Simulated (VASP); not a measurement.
# Tl (R-3m) in VASP: further runs

Runs on Tl. Level: PBEsol. Tasks: single point.

All numbers are computed with VASP 6.6.1; they aren't measurements. Logs are shortened: lines on timing, memory, paths and dates and some standing lists are left out, and cuts for length are marked.

## 1. The crystal as given

It takes space group R-3m (No. 166, trigonal). The conventional cell has a = 2.768 Å, b = 2.768 Å, c = 13.562 Å, α = 90.00°, β = 90.00°, γ = 120.00°. Tl (site symmetry -3m) is surrounded by 6 Tl at 2.77 Å.

This isn't the form of Tl at room conditions, which is hcp.

## 2. Single point, PBEsol

INCAR

```
SYSTEM = Tl
ALGO     = Fast           ! electronic algorithm
EDIFF    = 1E-6           ! SCF threshold, eV
ENCUT    = 520            ! plane-wave cutoff, eV
GGA      = PS             ! functional
ISIF     = 2              ! what is computed and relaxed
ISMEAR   = 0              ! smearing method
LASPH    = .True.         ! aspherical terms in the spheres
LCHARG   = .False.        ! write CHGCAR
LREAL    = .False.        ! projectors in reciprocal space
LWAVE    = .False.        ! write WAVECAR
NBANDS   = 12             ! bands
NELM     = 100            ! most SCF steps
PREC     = Accurate       ! precision mode
SIGMA    = 0.15           ! smearing width, eV
```

KPOINTS

```
k-points
0
Gamma
  18 18 18
  0 0 0
```

POSCAR

```
Tl
1.0
    1.3050242226      3.2625605565      3.2625605565
    3.2625605565      1.3050242226      3.2625605565
    3.2625605565      3.2625605565      1.3050242226
Tl
1
Direct
    0.0000000000      0.0000000000      0.0000000000
```

Potentials or basis: VASP PAW PBE potentials, release 64 (Tl_d).

Command:

```console
$ cat potpaw_PBE.64/Tl_d/POTCAR > POTCAR
$ mpirun -np 1 vasp_std > vasp.out
```

OUTCAR:

```text
SYSTEM = Tl
   EDIFF = 1E-6
   ENCUT = 520
   GGA = PS
   ISIF = 2
   ISMEAR = 0
   LASPH = .True.
   LREAL = .False.
   NELM = 100
   PREC = Accurate

 ion  position               nearest neighbor table
   1  0.000  0.000  0.000-

  LATTYP: Found a trigonal (rhomboedric) cell.
 ALAT       =     4.7949651710
 COS(alpha) =     0.8333333333

  Lattice vectors:

 A1 = (   1.3050242226,   3.2625605565,   3.2625605565)
 A2 = (   3.2625605565,   1.3050242226,   3.2625605565)
 A3 = (   3.2625605565,   3.2625605565,   1.3050242226)

Analysis of symmetry for initial positions (statically):
=====================================================================
 Subroutine PRICEL returns:
 Original cell was already a primitive cell.

 Routine SETGRP: Setting up the symmetry group for a
 trigonal (rhombohedral) supercell.

 Subroutine GETGRP returns: Found 12 space group operations
 (whereof 12 operations were pure point group operations)
 out of a pool of 12 trial point group operations.

The static configuration has the point symmetry D_3d.

Analysis of symmetry for dynamics (positions and initial velocities):
=====================================================================
 Subroutine PRICEL returns:
 Original cell was already a primitive cell.

 Routine SETGRP: Setting up the symmetry group for a
 trigonal (rhombohedral) supercell.

 Subroutine GETGRP returns: Found 12 space group operations
 (whereof 12 operations were pure point group operations)
 out of a pool of 12 trial point group operations.

The dynamic configuration has the point symmetry D_3d.

 Subroutine INISYM returns: Found 12 space group operations
 (whereof 12 operations are pure point group operations),
 and found     1 'primitive' translations

----------------------------------------------------------------------------------------

                                     Primitive cell

  volume of cell :      30.0047

  direct lattice vectors                    reciprocal lattice vectors
     1.305024223  3.262560556  3.262560556    -0.297993617  0.212852584  0.212852584
     3.262560556  1.305024223  3.262560556     0.212852584 -0.297993617  0.212852584
     3.262560556  3.262560556  1.305024223     0.212852584  0.212852584 -0.297993617

  length of vectors
     4.794965171  4.794965171  4.794965171     0.423571294  0.423571294  0.423571294

  position of ions in fractional coordinates (direct lattice)
     0.000000000  0.000000000  0.000000000

  ion indices of the primitive-cell ions
   primitive index   ion index
                 1           1

----------------------------------------------------------------------------------------

 KPOINTS: k-points

Automatic generation of k-mesh.
 Grid dimensions read from file:
 generate k-points for:   18   18   18

 Generating k-lattice:

  Cartesian coordinates                     Fractional coordinates (reciprocal lattice)
    -0.016555201  0.011825144  0.011825144     0.055555556  0.000000000  0.000000000
     0.011825144 -0.016555201  0.011825144     0.000000000  0.055555556  0.000000000
     0.011825144  0.011825144 -0.016555201     0.000000000  0.000000000  0.055555556

  Length of vectors
     0.023531739  0.023531739  0.023531739

  Shift w.r.t. Gamma in fractional coordinates (k-lattice)
     0.000000000  0.000000000  0.000000000

 Subroutine IBZKPT returns following result:
 ===========================================

 Found    580 irreducible k-points:

 Following reciprocal coordinates:
            Coordinates               Weight
  0.000000  0.000000  0.000000      1.000000
  0.055556  0.000000  0.000000      6.000000
  0.111111  0.000000  0.000000      6.000000
  0.166667 -0.000000 -0.000000      6.000000
  0.222222  0.000000  0.000000      6.000000
  0.277778 -0.000000 -0.000000      6.000000
[... 16 lines left out ...]
 -0.277778  0.055556  0.000000     12.000000
 -0.222222  0.055556  0.000000     12.000000
 [... further k-points ...]
   k-points           NKPTS =    580   k-points in BZ     NKDIM =    580   number of bands    NBANDS=     12
   number of dos      NEDOS =    301   number of ions     NIONS =      1
   total plane-waves  NPLWV =  46656
   dimension x,y,z NGX =    36 NGY =   36 NGZ =   36
   dimension x,y,z NGXF=    72 NGYF=   72 NGZF=   72
   ions per type =               1
   NGX,Y,Z   is equivalent  to a cutoff of  12.48, 12.48, 12.48 a.u.
   NGXF,Y,Z  is equivalent  to a cutoff of  24.96, 24.96, 24.96 a.u.
 SYSTEM =  Tl
   PREC   = accura    normal or accurate (medium, high low for compatibility)
   ISTART =      0    job   : 0-new  1-cont  2-samecut
   ICHARG =      2    charge: 1-file 2-atom 10-const
   ISPIN  =      1    spin polarized calculation?
   LNONCOLLINEAR =      F non collinear calculations
   LSORBIT =      F    spin-orbit coupling
   LASPH  =      T    aspherical Exc in radial PAW
   ENCUT  =  520.0 eV  38.22 Ry    6.18 a.u.   8.92  8.92  8.92*2*pi/ulx,y,z
   NELM   =    100;   NELMIN=  2; NELMDL= -5     # of ELM steps
   EDIFF  = 0.1E-05   stopping-criterion for ELM
   LREAL  =      F    real-space projection
   EDIFFG = 0.1E-04   stopping-criterion for IOM
   NSW    =      0    number of steps for IOM
   IBRION =     -1    ionic relax: 0-MD 1-quasi-New 2-CG
   NFREE  =      0    steps in history (QN), initial steepest desc. (CG)
   ISIF   =      2    stress and relaxation
   ISYM   =      2    0-nonsym 1-usesym 2-fastsym
   POTIM  = 0.5000    time-step for ionic-motion
   TEBEG  =    0.0;   TEEND  =   0.0 temperature during run
   PSTRESS=    0.0 pullay stress
   NELECT =      13.0000    total number of electrons
   NUPDOWN=      -1.0000    fix difference up-down
   EMIN   =  10.00;   EMAX   =-10.00  energy-range for DOS
   EFERMI =   0.00;   METHOD = LEGACY
   ISMEAR =     0;   SIGMA  =   0.15  broadening in eV -4-tet -1-fermi 0-gaus
   EFERMI_NEDOS =   21; number of points for ismear=-14 and -15
   IALGO  =     68    algorithm
   IMIX   =      4    mixing-type and parameters
     AMIX     =   0.40;   BMIX     =  1.00
     AMIX_MAG =   1.60;   BMIX_MAG =  1.00
  volume/ion in A,a.u.               =      30.00       202.48
  Fermi-wavevector in a.u.,A,eV,Ry     =   1.238776  2.340947 20.879038  1.534566
  Thomas-Fermi vector in A             =   2.373287
   LORBIT       =      0    0 simple, 1 ext, 2 COOP (PROOUT), +10 PAW based schemes
   GGA     = PS    functional components
   LHFCALC =     F    Hartree Fock is set to
   AEXX    =    0.0000 exact exchange contribution
   IVDW    =     0    specifies the selected vdW correction
   LEPSILON=     F    determine dielectric tensor
   LRPA    =     F    only Hartree local field effects (RPA)
 non-spin polarized calculation
 RMM-DIIS sequential band-by-band and
 Gauss-broadening in eV      SIGMA  =   0.15
  energy-cutoff  :      520.00
  volume of cell :       30.00
 maximum number of plane-waves:       823
   NGX = 17   NGY = 17   NGZ = 17

 number of electron      13.0000002 magnetization

 Free energy of the ion-electron system (eV)
  ---------------------------------------------------
  ext. energy  EPLUGINS =         0.00000000
  ---------------------------------------------------
  free energy    TOTEN  =        -1.46030849 eV

  energy without entropy =       -1.45191785  energy(sigma->0) =       -1.45611317

 E-fermi :   6.2301     XC(G=0):  -9.6944

 val. band max:        6.2290486581   @ k =   0.4444   0.3889   0.1111
 cond. band min:       6.2383278320   @ k =  -0.3333   0.5000   0.2778
 fundamental gap:      0.0092791739
 Fermi energy:         6.2300864759

 k-point     1 :       0.0000    0.0000    0.0000
  band No.  band energies     occupation
      1      -8.1292      2.00000
      2      -6.7642      2.00000
      3      -6.7642      2.00000
      4      -5.3689      2.00000
      5      -5.3689      2.00000
      6      -4.5923      2.00000
      7       4.9200      2.00000
      8       9.3333      0.00000
      9      18.9711      0.00000
     10      24.1182      0.00000
     11      24.1182      0.00000
     12      24.5597      0.00000

 k-point     2 :       0.0556    0.0000    0.0000
  band No.  band energies     occupation
      1      -8.0479      2.00000
      2      -6.7886      2.00000
      3      -6.7115      2.00000
      4      -5.4239      2.00000
      5      -5.3784      2.00000
      6      -4.5447      2.00000
      7       5.0433      2.00000
      8       9.4159      0.00000
      9      19.0102      0.00000
     10      23.0633      0.00000
     11      23.6546      0.00000
     12      24.4978      0.00000

 k-point     3 :       0.1111    0.0000    0.0000
  band No.  band energies     occupation
      1      -7.8307      2.00000
      2      -6.8409      2.00000
      3      -6.5573      2.00000
      4      -5.5768      2.00000
      5      -5.4055      2.00000
      6      -4.3928      2.00000
      7       5.3978      2.00000
      8       9.6668      0.00000
      9      18.8129      0.00000
     10      21.3128      0.00000
     11      22.5767      0.00000
     12      23.8677      0.00000
[... 286 lines left out ...]
 k-point    23 :      -0.2778    0.0556    0.0000
  band No.  band energies     occupation
      1      -7.6928      2.00000
      2      -6.4116      2.00000
      3      -6.1169      2.00000
      4      -5.5981      2.00000
      5      -5.4516      2.00000
      6      -2.3016      2.00000
      7       8.1161      0.00000
      8      11.0664      0.00000
      9      11.7418      0.00000
     10      17.1879      0.00000
     11      17.6807      0.00000
     12      21.2517      0.00000

 k-point    24 :      -0.2222    0.0556    0.0000
  band No.  band energies     occupation
      1      -7.5430      2.00000
      2      -6.4966      2.00000
      3      -6.1841      2.00000
      4      -5.7648      2.00000
      5      -5.5419      2.00000
      6      -3.2208      2.00000
      7       7.2697      0.00000
      8      10.8914      0.00000
      9      13.6029      0.00000
     10      18.1535      0.00000
     11      19.2939      0.00000
     12      22.0114      0.00000

 [... further k-points ...]

------------------------ aborting loop because EDIFF is reached ----------------------------------------

  FORCE on cell =-STRESS in cart. coord.  units (eV):
  Direction    XX          YY          ZZ          XY          YZ          ZX
  --------------------------------------------------------------------------------------
  -------------------------------------------------------------------------------------
  Total        4.1948384      4.1948384      4.1948384     -2.2720935     -2.2720935     -2.2720935
  in kB      223.9939717    223.9939717    223.9939717   -121.3241625   -121.3241625   -121.3241625
  external PRESSURE =     223.9939717 kB  Pullay stress =       0.0000000 kB

 VOLUME and BASIS-vectors are now :
 -----------------------------------------------------------------------------
  energy-cutoff  :      520.00
  volume of cell :       30.00
      direct lattice vectors                 reciprocal lattice vectors
     1.305024223  3.262560556  3.262560556    -0.297993617  0.212852584  0.212852584
     3.262560556  1.305024223  3.262560556     0.212852584 -0.297993617  0.212852584
     3.262560556  3.262560556  1.305024223     0.212852584  0.212852584 -0.297993617

 POSITION                                       TOTAL-FORCE (eV/Angst)
 -----------------------------------------------------------------------------------
      0.00000      0.00000      0.00000         0.000000     -0.000000     -0.000000
 -----------------------------------------------------------------------------------
    total drift:                               -0.000000     -0.000000     -0.000000

  FREE ENERGIE OF THE ION-ELECTRON SYSTEM (eV)
  ---------------------------------------------------
  free  energy   TOTEN  =        -1.4603084853 eV

  energy  without entropy=       -1.4519178505  energy(sigma->0) =       -1.45611317
```

Run time: 3.4 min. Hardware: 1 thread of AMD EPYC 9R45 (Zen 5), shared host; peak memory 0.33 GiB.

Results:

| Quantity | Value |
| --- | --- |
| Free energy | -1.4603 eV |
| Pressure | 22.4 GPa |
| Band gap on the k mesh | none (metal or under the smearing width) |

Caveat: so large a pressure means that the cell lies far from this level's equilibrium, or that cutoff or potentials fall short; the potentials were made for another functional, which shifts forces and pressure. The run has no spin-orbit coupling, so splittings on Tl are missing.

## 3. Single point, PBEsol

This run uses another cell than the first one, of the same volume but with other edges.

INCAR

```
SYSTEM = Tl
  PREC = Accurate
  ENCUT = 520
  EDIFF = 1E-7
  ISMEAR = 0
  SIGMA = 0.15
  LREAL = .FALSE.
  LASPH = .TRUE.
  NELM = 100
  ALGO = Fast
  ISIF = 2
  LWAVE = .FALSE.
  LCHARG = .TRUE.
  GGA = PS
  LELF = .TRUE.
  LVHAR = .TRUE.
  NBANDS = 12
```

KPOINTS

```
regular mesh
0
G
  18 18 18
  0 0 0
```

POSCAR

```
Tl
1.0
    0.6011821221      2.8006289102      2.8006289102
    2.8006289102      0.6011821221      2.8006289102
    2.8006289102      2.8006289102      0.6011821221
Tl
1
Direct
    0.0000000000      0.0000000000      0.0000000000
```

Potentials or basis: VASP PAW PBE potentials, release 64 (Tl_d).

Command:

```console
$ cat potpaw_PBE.64/Tl_d/POTCAR > POTCAR
$ mpirun -np 1 vasp_std > vasp.out
```

OUTCAR:

```text
SYSTEM = Tl
   PREC = Accurate
   ENCUT = 520
   EDIFF = 1E-7
   ISMEAR = 0
   LREAL = .FALSE.
   LASPH = .TRUE.
   NELM = 100
   ISIF = 2
   GGA = PS

 ion  position               nearest neighbor table
   1  0.000  0.000  0.000-

  LATTYP: Found a trigonal (rhomboedric) cell.
 ALAT       =     4.0060534856
 COS(alpha) =     0.6985651702

  Lattice vectors:

 A1 = (   0.6011821221,   2.8006289102,   2.8006289102)
 A2 = (   2.8006289102,   0.6011821221,   2.8006289102)
 A3 = (   2.8006289102,   2.8006289102,   0.6011821221)
[... 541 lines left out ...]
     12      18.8039      0.00000

 [... further k-points ...]

------------------------ aborting loop because EDIFF is reached ----------------------------------------

  FORCE on cell =-STRESS in cart. coord.  units (eV):
  Direction    XX          YY          ZZ          XY          YZ          ZX
  --------------------------------------------------------------------------------------
  -------------------------------------------------------------------------------------
  Total        0.5615074      0.5615074      0.5615074     -0.6676378     -0.6676378     -0.6676378
  in kB       29.9831033     29.9831033     29.9831033    -35.6502033    -35.6502033    -35.6502033
  external PRESSURE =      29.9831033 kB  Pullay stress =       0.0000000 kB

 VOLUME and BASIS-vectors are now :
 -----------------------------------------------------------------------------
  energy-cutoff  :      520.00
  volume of cell :       30.00
      direct lattice vectors                 reciprocal lattice vectors
     0.601182122  2.800628910  2.800628910    -0.249364231  0.205295552  0.205295552
     2.800628910  0.601182122  2.800628910     0.205295552 -0.249364231  0.205295552
     2.800628910  2.800628910  0.601182122     0.205295552  0.205295552 -0.249364231

 POSITION                                       TOTAL-FORCE (eV/Angst)
 -----------------------------------------------------------------------------------
      0.00000      0.00000      0.00000         0.000000     -0.000000      0.000000
 -----------------------------------------------------------------------------------
    total drift:                               -0.000000     -0.000000     -0.000000

  FREE ENERGIE OF THE ION-ELECTRON SYSTEM (eV)
  ---------------------------------------------------
  free  energy   TOTEN  =        -2.4230127103 eV

  energy  without entropy=       -2.4159538919  energy(sigma->0) =       -2.41948330
```

stdout:

```text
POSCAR found type information on POSCAR Tl
 POSCAR found :  1 types and       1 ions
 scaLAPACK will be used
 -----------------------------------------------------------------------------
|                                                                             |
|                                                                             |
|     You enforced a specific xc type in the INCAR file but a different       |
|     I HOPE YOU KNOW WHAT YOU ARE DOING!                                     |
|                                                                             |
 -----------------------------------------------------------------------------

 LDA part: xc-table for (Slater+PW92), standard interpolation
 POSCAR, INCAR and KPOINTS ok, starting setup
 FFT: planning ... GRIDC
 FFT: planning ... GRID_SOFT
 FFT: planning ... GRID
 WAVECAR not read
 entering main loop
```

It took 2.4 min on 1 thread of AMD EPYC 9R45 (Zen 5), shared host; peak memory 0.3 GiB.

Results:

```
Free energy            : -2.4230 eV
Pressure               : 3.0 GPa
Band gap on the k mesh : none (metal or under the smearing width)
```

Levels at points of the mesh, in eV from the Fermi level:
```csv
k point,band 5,band 6,band 7,band 8,band 9,band 10
"(0.00, 0.00, 0.00)",-11.22,-9.98,3.20,7.06,12.57,13.34
"(0.50, 0.00, 0.00)",-10.85,-4.17,-2.68,5.08,8.34,8.85
"(0.50, 0.50, 0.00)",-10.85,-3.48,-2.07,2.39,6.10,6.79
"(0.50, 0.50, 0.50)",-11.18,-8.19,-3.40,12.15,12.35,12.35
```

Caveat: the PAW data sets were made with another functional, which shifts forces and pressure a little. Spin-orbit coupling is left out, which matters for the levels of Tl.
